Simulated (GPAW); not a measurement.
# TiAl3 (I4/mmm) in GPAW: relaxation of cell and atoms with PBE

Aim: the relaxation of cell and atoms of TiAl3 with PBE.

Program: GPAW 26.7.0. These are calculated values, not measurements. Logs are shortened: lines on timing, memory, paths and dates and some standing lists are left out, and cuts for length are marked. The log counts tension as positive stress, the text compression.

## (1) The crystal as given

It takes space group I4/mmm (No. 139, tetragonal). The conventional cell has a = 3.822 Å, b = 3.822 Å, c = 8.561 Å, α = 90.00°, β = 90.00°, γ = 90.00°. Ti (site symmetry 4/mmm) has 12 Al at 2.70 to 2.87 Å as nearest neighbours. Al (site symmetry -4m2) is surrounded by 8 Al at 2.70 to 2.87 Å and 4 Ti at 2.87 Å. Al (site symmetry 4/mmm) has 4 Ti at 2.70 Å and 8 Al at 2.87 Å as nearest neighbours.

The cell comes from a database or a generator and needn't be the stable form of this composition.

## (2) Relaxation of cell and atoms, PBE

run.py reads:

```python
from ase.filters import FrechetCellFilter
from ase.io import read, write
from ase.optimize import BFGS
from gpaw import GPAW, PW

atoms = read('TiAl3.cif')

calc = GPAW(mode=PW(600),
            xc='PBE',
            kpts={'size': (6, 6, 6), 'gamma': True},
            occupations={'name': 'fermi-dirac', 'width': 0.05},
            nbands=23,
            convergence={'density': 1e-06, 'energy': 1e-06, 'eigenstates': 1e-10},
            maxiter=150,
            txt='gpaw.txt')
atoms.calc = calc
opt = BFGS(FrechetCellFilter(atoms), trajectory='relax.traj', logfile='-')
done = opt.run(fmax=0.02, steps=40)
calc.write('gs.gpw')
write('result.traj', atoms)
print('Converged:', done)
print('Cell:', atoms.cell.cellpar().round(4))
print('Volume:', round(atoms.get_volume(), 4))
print(atoms.get_scaled_positions().round(5))
```

TiAl3.cif reads:

```cif
data_TiAl3
_cell_length_a 5.06248788
_cell_length_b 5.06248788
_cell_length_c 5.06248788
_cell_angle_alpha 135.64174460
_cell_angle_beta 135.64174460
_cell_angle_gamma 64.53469261
_space_group_name_H-M_alt 'P1'
_space_group_name_Hall 'P 1'
_space_group_IT_number 1
loop_
_space_group_symop_operation_xyz
'x,y,z'
loop_
_atom_site_label
_atom_site_type_symbol
_atom_site_symmetry_multiplicity
_atom_site_Wyckoff_symbol
_atom_site_fract_x
_atom_site_fract_y
_atom_site_fract_z
_atom_site_occupancy
Ti1 Ti 1 a 0.0000000000 0.0000000000 0.0000000000 1
Al1 Al 1 a 0.2500000000 0.7500000000 0.5000000000 1
Al2 Al 1 a 0.7500000000 0.2500000000 0.5000000000 1
Al3 Al 1 a 0.5000000000 0.5000000000 0.0000000000 1
```

Potentials or basis: GPAW PAW data sets (gpaw-data 1.2.1), pw.

The run is started by

```
> OMP_NUM_THREADS=1 python run.py
```

gpaw.txt:

```text
__  _  _
 | _ |_)|_||  |
 |__||  | ||/\| - 26.7.0

Input parameters:
  mode=PW(ecut=600.0),
  convergence={'density': 1e-06, 'energy': 1e-06, 'eigenstates': 1e-10},
  kpts=MonkhorstPack(size=(6, 6, 6), gamma=True),
  maxiter=150,
  nbands=23,
  occupations=Occupations(name='fermi-dirac', width=0.05),
  xc=XC(name='PBE')

Diagonalizing LCAO Hamiltonian
Converting LCAO to pw mode

           Al
              Al
                  Al
       Ti

Atoms  # Å, Bohr magnetons
|   | symbol |        x |         y |        z |    initial magnetic moments |
|---|--------|----------|-----------|----------|-----------------------------|
| 0 |     Ti | 0.000000 |  0.000000 | 0.000000 | ( 0.0000,  0.0000,  0.0000) |
| 1 |     Al | 1.088345 |  2.285323 | 1.351357 | ( 0.0000,  0.0000,  0.0000) |
| 2 |     Al | 2.531244 | -0.000000 | 1.351357 | ( 0.0000,  0.0000,  0.0000) |
| 3 |     Al | 3.619589 |  2.285323 | 0.000000 | ( 0.0000,  0.0000,  0.0000) |

Unit cell  # Å
| periodic |         x |         y |        z |  lengths |     angles |
|----------|-----------|-----------|----------|----------|------------|
|      yes |  5.062488 |  0.000000 | 0.000000 | 5.062488 | 135.641745 |
|      yes |  2.176690 |  4.570646 | 0.000000 | 5.062488 | 135.641745 |
|      yes | -3.619589 | -2.285323 | 2.702713 | 5.062488 |  64.534693 |

Number of symmetries: 16
Symmetry operations  # r_c * U_cc + t_c -> r_c
|    | kind |            matrix            |
|----|------|------------------------------|
|  0 |  σ   |  1, 1, 1,  0, 0,-1,  0,-1, 0 |
|  1 |  C4  |  1, 1, 1,  0, 0,-1, -1, 0, 0 |
|  2 |  E   |  1, 0, 0,  0, 1, 0,  0, 0, 1 |
|  3 |  σ   |  1, 0, 0,  0, 1, 0, -1,-1,-1 |
|  4 |  σ   |  0, 1, 0,  1, 0, 0,  0, 0, 1 |
|  5 |  C2  |  0, 1, 0,  1, 0, 0, -1,-1,-1 |
|  6 |  C2  |  0, 0, 1, -1,-1,-1,  1, 0, 0 |
|  7 |  S4  |  0, 0, 1, -1,-1,-1,  0, 1, 0 |
|  8 |  C4  |  0, 0,-1,  1, 1, 1,  0,-1, 0 |
|  9 |  σ   |  0, 0,-1,  1, 1, 1, -1, 0, 0 |
| 10 |  σ   |  0,-1, 0, -1, 0, 0,  1, 1, 1 |
| 11 |  C2  |  0,-1, 0, -1, 0, 0,  0, 0,-1 |
| 12 |  C2  | -1, 0, 0,  0,-1, 0,  1, 1, 1 |
| 13 |  i   | -1, 0, 0,  0,-1, 0,  0, 0,-1 |
| 14 |  S4  | -1,-1,-1,  0, 0, 1,  1, 0, 0 |
| 15 |  C2  | -1,-1,-1,  0, 0, 1,  0, 1, 0 |

BZ-sampling:
  Number of BZ points: 216
  Number of IBZ points: 30

  Monkhorst-Pack size: [6, 6, 6]
  Monkhorst-Pack shift: [0.08333333333333333, 0.08333333333333333, 0.08333333333333333]

K-points  # in reciprocal-cell coordinates
|     |                                coordinates |     weight |
|-----|--------------------------------------------|------------|
|   0 | (  0.00000000,   0.00000000,   0.00000000) | 0.00462963 |
|   1 | (  0.16666667,  -0.16666667,   0.00000000) | 0.01851852 |
|   2 | (  0.16666667,  -0.16666667,   0.16666667) | 0.01851852 |
|   3 | (  0.16666667,   0.00000000,   0.00000000) | 0.03703704 |
|   4 | (  0.16666667,   0.16666667,  -0.16666667) | 0.00925926 |
|   5 | (  0.33333333,  -0.33333333,   0.00000000) | 0.01851852 |
|   6 | (  0.33333333,  -0.33333333,   0.16666667) | 0.03703704 |
|   7 | (  0.33333333,  -0.33333333,   0.33333333) | 0.01851852 |
|   8 | (  0.33333333,  -0.16666667,   0.00000000) | 0.07407407 |
|   9 | (  0.33333333,  -0.16666667,   0.16666667) | 0.03703704 |
| ... |                                            |            |
|  29 | (  0.50000000,   0.50000000,   0.50000000) | 0.00462963 |
[... 141 lines left out ...]
Fermi level: 7.751
Eigenvalues  # (at kpt = [0.000, 0.000, 0.000])
| band index |      eig [eV] | occ [0-2] |
|------------|---------------|-----------|
|          0 |       -48.705 |     2.000 |
|        ... |               |           |
|          2 |       -25.037 |     2.000 |
|          3 |       -24.944 |     2.000 |
|          4 |        -2.396 |     2.000 |
|          5 |         4.870 |     2.000 |
|          6 |         5.095 |     2.000 |
|          7 |         6.314 |     2.000 |
[... 8 lines left out ...]
|         16 |        11.574 |     0.000 |
|         17 |        11.574 |     0.000 |
|        ... |               |           |
|         22 |        17.039 |     0.000 |

No gap
No difference between direct/indirect transitions

Stress tensor  # eV/Ang^3
|         x |         y |         z |
|-----------|-----------|-----------|
| -0.013821 | -0.000334 | -0.000000 |
| -0.000334 | -0.013502 | -0.000000 |
| -0.000000 | -0.000000 | -0.013291 |

Forces  # eV/Ang
|        x |        y |        z |
|----------|----------|----------|
|  0.00000 |  0.00000 |  0.00000 |  # Ti   0
|  0.00000 | -0.00000 | -0.00000 |  # Al   1
| -0.00000 |  0.00000 | -0.00000 |  # Al   2
|  0.00000 |  0.00000 |  0.00000 |  # Al   3

Interpolating wave functions to new cell

           Al
              Al
                  Al
       Ti

Atoms  # Å, Bohr magnetons
|   | symbol |        x |        y |        z |    initial magnetic moments |
|---|--------|----------|----------|----------|-----------------------------|
| 0 |     Ti | 0.000000 | 0.000000 | 0.000000 | ( 0.0000,  0.0000,  0.0000) |
| 1 |     Al | 1.089228 | 2.287067 | 1.352360 | ( 0.0000,  0.0000,  0.0000) |
| 2 |     Al | 2.533198 | 0.000047 | 1.352360 | ( 0.0000,  0.0000,  0.0000) |
| 3 |     Al | 3.622426 | 2.287114 | 0.000000 | ( 0.0000,  0.0000,  0.0000) |

Unit cell  # Å
| periodic |         x |         y |        z |  lengths |     angles |
|----------|-----------|-----------|----------|----------|------------|
|      yes |  5.066396 |  0.000095 | 0.000000 | 5.066396 | 135.643125 |
|      yes |  2.178456 |  4.574134 | 0.000000 | 5.066396 | 135.643125 |
|      yes | -3.622426 | -2.287114 | 2.704720 | 5.066396 |  64.532555 |

Number of symmetries: 16
Symmetry operations  # r_c * U_cc + t_c -> r_c
|    | kind |            matrix            |
|----|------|------------------------------|
|  0 |  σ   |  1, 1, 1,  0, 0,-1,  0,-1, 0 |
|  1 |  C4  |  1, 1, 1,  0, 0,-1, -1, 0, 0 |
|  2 |  E   |  1, 0, 0,  0, 1, 0,  0, 0, 1 |
|  3 |  σ   |  1, 0, 0,  0, 1, 0, -1,-1,-1 |
|  4 |  σ   |  0, 1, 0,  1, 0, 0,  0, 0, 1 |
|  5 |  C2  |  0, 1, 0,  1, 0, 0, -1,-1,-1 |
|  6 |  C2  |  0, 0, 1, -1,-1,-1,  1, 0, 0 |
|  7 |  S4  |  0, 0, 1, -1,-1,-1,  0, 1, 0 |
|  8 |  C4  |  0, 0,-1,  1, 1, 1,  0,-1, 0 |
|  9 |  σ   |  0, 0,-1,  1, 1, 1, -1, 0, 0 |
| 10 |  σ   |  0,-1, 0, -1, 0, 0,  1, 1, 1 |
| 11 |  C2  |  0,-1, 0, -1, 0, 0,  0, 0,-1 |
| 12 |  C2  | -1, 0, 0,  0,-1, 0,  1, 1, 1 |
| 13 |  i   | -1, 0, 0,  0,-1, 0,  0, 0,-1 |
| 14 |  S4  | -1,-1,-1,  0, 0, 1,  1, 0, 0 |
| 15 |  C2  | -1,-1,-1,  0, 0, 1,  0, 1, 0 |

BZ-sampling:
  Number of BZ points: 216
  Number of IBZ points: 30

  Monkhorst-Pack size: [6, 6, 6]
  Monkhorst-Pack shift: [0.08333333333333333, 0.08333333333333333, 0.08333333333333333]

K-points  # in reciprocal-cell coordinates
|     |                                coordinates |     weight |
|-----|--------------------------------------------|------------|
|   0 | (  0.00000000,   0.00000000,   0.00000000) | 0.00462963 |
|   1 | (  0.16666667,  -0.16666667,   0.00000000) | 0.01851852 |
|   2 | (  0.16666667,  -0.16666667,   0.16666667) | 0.01851852 |
|   3 | (  0.16666667,   0.00000000,   0.00000000) | 0.03703704 |
|   4 | (  0.16666667,   0.16666667,  -0.16666667) | 0.00925926 |
|   5 | (  0.33333333,  -0.33333333,   0.00000000) | 0.01851852 |
|   6 | (  0.33333333,  -0.33333333,   0.16666667) | 0.03703704 |
|   7 | (  0.33333333,  -0.33333333,   0.33333333) | 0.01851852 |
|   8 | (  0.33333333,  -0.16666667,   0.00000000) | 0.07407407 |
|   9 | (  0.33333333,  -0.16666667,   0.16666667) | 0.03703704 |
| ... |                                            |            |
|  29 | (  0.50000000,   0.50000000,   0.50000000) | 0.00462963 |
[... 140 lines left out ...]
Fermi level: 7.730
Eigenvalues  # (at kpt = [0.000, 0.000, 0.000])
| band index |      eig [eV] | occ [0-2] |
|------------|---------------|-----------|
|          0 |       -48.733 |     2.000 |
|        ... |               |           |
|          2 |       -25.065 |     2.000 |
|          3 |       -24.972 |     2.000 |
|          4 |        -2.406 |     2.000 |
|          5 |         4.850 |     2.000 |
|          6 |         5.076 |     2.000 |
|          7 |         6.297 |     2.000 |
[... 8 lines left out ...]
|         16 |        11.542 |     0.000 |
|         17 |        11.542 |     0.000 |
|        ... |               |           |
|         22 |        16.999 |     0.000 |

No gap
No difference between direct/indirect transitions

Stress tensor  # eV/Ang^3
|         x |         y |         z |
|-----------|-----------|-----------|
| -0.012198 | -0.000342 | -0.000000 |
| -0.000342 | -0.011873 | -0.000000 |
| -0.000000 | -0.000000 | -0.011657 |

Forces  # eV/Ang
|        x |       y |        z |
|----------|---------|----------|
| -0.00000 | 0.00000 | -0.00000 |  # Ti   0
|  0.00000 | 0.00000 | -0.00000 |  # Al   1
|  0.00000 | 0.00000 |  0.00000 |  # Al   2
|  0.00000 | 0.00000 | -0.00000 |  # Al   3

Interpolating wave functions to new cell

           Al
              Al
                  Al
       Ti

Atoms  # Å, Bohr magnetons
|   | symbol |         x |         y |         z |    initial magnetic moments |
|---|--------|-----------|-----------|-----------|-----------------------------|
| 0 |     Ti | -0.000000 | -0.000000 | -0.000000 | ( 0.0000,  0.0000,  0.0000) |
| 1 |     Al |  1.095908 |  2.300135 |  1.359843 | ( 0.0000,  0.0000,  0.0000) |
| 2 |     Al |  2.547869 |  0.000460 |  1.359843 | ( 0.0000,  0.0000,  0.0000) |
| 3 |     Al |  3.643777 |  2.300595 |  0.000000 | ( 0.0000,  0.0000,  0.0000) |

Unit cell  # Å
| periodic |         x |         y |        z |  lengths |     angles |
|----------|-----------|-----------|----------|----------|------------|
|      yes |  5.095738 |  0.000919 | 0.000000 | 5.095738 | 135.655091 |
|      yes |  2.191816 |  4.600270 | 0.000000 | 5.095738 | 135.655091 |
|      yes | -3.643777 | -2.300595 | 2.719687 | 5.095738 |  64.514022 |

Number of symmetries: 16
Symmetry operations  # r_c * U_cc + t_c -> r_c
|    | kind |            matrix            |
|----|------|------------------------------|
|  0 |  σ   |  1, 1, 1,  0, 0,-1,  0,-1, 0 |
|  1 |  C4  |  1, 1, 1,  0, 0,-1, -1, 0, 0 |
|  2 |  E   |  1, 0, 0,  0, 1, 0,  0, 0, 1 |
|  3 |  σ   |  1, 0, 0,  0, 1, 0, -1,-1,-1 |
|  4 |  σ   |  0, 1, 0,  1, 0, 0,  0, 0, 1 |
|  5 |  C2  |  0, 1, 0,  1, 0, 0, -1,-1,-1 |
|  6 |  C2  |  0, 0, 1, -1,-1,-1,  1, 0, 0 |
|  7 |  S4  |  0, 0, 1, -1,-1,-1,  0, 1, 0 |
|  8 |  C4  |  0, 0,-1,  1, 1, 1,  0,-1, 0 |
|  9 |  σ   |  0, 0,-1,  1, 1, 1, -1, 0, 0 |
| 10 |  σ   |  0,-1, 0, -1, 0, 0,  1, 1, 1 |
| 11 |  C2  |  0,-1, 0, -1, 0, 0,  0, 0,-1 |
| 12 |  C2  | -1, 0, 0,  0,-1, 0,  1, 1, 1 |
| 13 |  i   | -1, 0, 0,  0,-1, 0,  0, 0,-1 |
| 14 |  S4  | -1,-1,-1,  0, 0, 1,  1, 0, 0 |
| 15 |  C2  | -1,-1,-1,  0, 0, 1,  0, 1, 0 |

BZ-sampling:
  Number of BZ points: 216
  Number of IBZ points: 30

  Monkhorst-Pack size: [6, 6, 6]
  Monkhorst-Pack shift: [0.08333333333333333, 0.08333333333333333, 0.08333333333333333]

K-points  # in reciprocal-cell coordinates
|     |                                coordinates |     weight |
|-----|--------------------------------------------|------------|
|   0 | (  0.00000000,   0.00000000,   0.00000000) | 0.00462963 |
|   1 | (  0.16666667,  -0.16666667,   0.00000000) | 0.01851852 |
|   2 | (  0.16666667,  -0.16666667,   0.16666667) | 0.01851852 |
|   3 | (  0.16666667,   0.00000000,   0.00000000) | 0.03703704 |
|   4 | (  0.16666667,   0.16666667,  -0.16666667) | 0.00925926 |
|   5 | (  0.33333333,  -0.33333333,   0.00000000) | 0.01851852 |
|   6 | (  0.33333333,  -0.33333333,   0.16666667) | 0.03703704 |
|   7 | (  0.33333333,  -0.33333333,   0.33333333) | 0.01851852 |
|   8 | (  0.33333333,  -0.16666667,   0.00000000) | 0.07407407 |
|   9 | (  0.33333333,  -0.16666667,   0.16666667) | 0.03703704 |
| ... |                                            |            |
|  29 | (  0.50000000,   0.50000000,   0.50000000) | 0.00462963 |
[... 141 lines left out ...]
Fermi level: 7.569
Eigenvalues  # (at kpt = [0.000, 0.000, 0.000])
| band index |      eig [eV] | occ [0-2] |
|------------|---------------|-----------|
|          0 |       -48.943 |     2.000 |
|        ... |               |           |
|          2 |       -25.270 |     2.000 |
|          3 |       -25.178 |     2.000 |
|          4 |        -2.477 |     2.000 |
|          5 |         4.700 |     2.000 |
|          6 |         4.938 |     2.000 |
|          7 |         6.171 |     2.000 |
[... 8 lines left out ...]
|         16 |        11.301 |     0.000 |
|         17 |        11.301 |     0.000 |
|        ... |               |           |
|         22 |        16.708 |     0.000 |

No gap
No difference between direct/indirect transitions

Stress tensor  # eV/Ang^3
|         x |         y |         z |
|-----------|-----------|-----------|
| -0.000543 | -0.000378 | -0.000000 |
| -0.000378 | -0.000183 | -0.000000 |
| -0.000000 | -0.000000 |  0.000056 |

Forces  # eV/Ang
|        x |        y |        z |
|----------|----------|----------|
|  0.00000 |  0.00000 | -0.00000 |  # Ti   0
| -0.00000 | -0.00000 | -0.00000 |  # Al   1
|  0.00000 |  0.00000 | -0.00000 |  # Al   2
| -0.00000 |  0.00000 | -0.00000 |  # Al   3

# Writing to gs.gpw (mode='')
```

Wall time 1.8 min (1 thread of Arm Neoverse V2, shared host); peak memory 0.27 GiB.

Results:

```
Free energy                            : -19.4750 eV
Relaxed volume                         : 15.94 Å³/atom
Relaxed cell                           : a = 5.096 Å, b = 5.096 Å, c = 5.096 Å, α = 135.66°, β = 135.66°, γ = 64.51°
Space group after relaxing (to 0.05 Å) : I4/mmm (No. 139)
Energy gained by relaxing              : 2.5 meV/atom
Ionic steps                            : 3
Pressure after relaxing                : 0.0 GPa
Band gap on the k mesh                 : none (metal or under the smearing width)
```

Step by step:
| step | energy change (eV) | largest force (eV/Å) | pressure (GPa) | volume (Å³) |
| --- | --- | --- | --- | --- |
| 1 | 0.0000 | 0.0000 | 2.17 | 62.54 |
| 2 | -0.0021 | 0.0000 | 1.91 | 62.68 |
| 3 | -0.0100 | 0.0000 | 0.04 | 63.75 |

Final structure:
```yaml
crystal:
  lattice:
    - [5.09574, 0.00092, 0.00000]
    - [2.19182, 4.60027, 0.00000]
    - [-3.64378, -2.30059, 2.71969]
  atoms:
    - { symbol: Ti, position: [0.00000, 0.00000, 0.00000] }
    - { symbol: Al, position: [0.25000, 0.75000, 0.50000] }
    - { symbol: Al, position: [0.75000, 0.25000, 0.50000] }
    - { symbol: Al, position: [0.50000, 0.50000, 0.00000] }
```

Levels at points of the mesh, in eV from the Fermi level:
```
           k point  band 9  band 10  band 11  band 12  band 13  band 14
(0.00, 0.00, 0.00)   -1.22    -1.22     0.80     1.68     1.68     2.22
(0.50, 0.00, 0.50)   -1.07    -0.26     0.49     1.76     2.05     2.66
(0.50, 0.50, 0.00)   -2.72    -2.21    -0.99     1.72     1.89     2.65
(0.50, 0.50, 0.50)   -0.95    -0.23     0.69     0.69     0.91     3.03
```

Caveat: the k mesh is coarse (spacing up to 0.39 Å⁻¹), so the values aren't converged; later steps reuse the first step's grids.
